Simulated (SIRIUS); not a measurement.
# HfO2 under changes of volume

One of the cells (11.152 Å³/atom); the others are scaled copies at fixed shape and fractional positions:

```
Hf O
1.0
     0.00000    2.55750    2.55750
     2.55750    0.00000    2.55750
     2.55750    2.55750    0.00000
Hf O
1 2
Direct
  0.00000 0.00000 0.00000
  0.75000 0.75000 0.75000
  0.25000 0.25000 0.25000
```

Measurements of this composition are mostly on another form, of space group No. 14.

```yaml
Program: SIRIUS 7.12.0
Functional: LDA
Potentials_or_basis: all-electron FP-LAPW
Cutoff: 306 eV
Basis: apw+lo standard
k_mesh: 9 × 9 × 9
Occupations: fermi-dirac, width 0.05 eV
Spin: no spin polarisation
```

| volume (Å³/atom) | energy over the lowest point (meV/atom) | gap on the mesh (eV) |
| --- | --- | --- |
| 10.483 | 0.00 | 3.76 |
| 10.706 | 6.03 | 3.71 |
| 10.929 | 19.49 | 3.66 |
| 11.152 | 39.34 | 3.61 |
| 11.375 | 65.13 | 3.56 |
| 11.598 | ? | ? |
| 11.821 | 132.02 | 3.46 |

Q: What does the run at 11.598 Å³/atom give?

A: Energy over the lowest point 96.26 meV/atom; gap on the mesh 3.51 eV.

Worked out: A Birch-Murnaghan fit of order 3 (a polynomial in V^(-2/3)) to the other rows has its minimum at 10.42 Å³/atom, just outside them, with B0 = V·E''(V) = 280 GPa and B' = 4.0. It gives 96.21 meV/atom at 11.598 Å³/atom, against the run's 96.26. A straight line through the other rows of the gap, of slope -2.5 eV per unit of ln V, gives 3.51 eV, against the run's 3.51.

Energies are extrapolated to zero smearing.

Caveats: spin-orbit coupling is left out, which moves the levels of the heavy elements; an odd mesh through Γ misses points on the zone boundary, where band edges often lie.
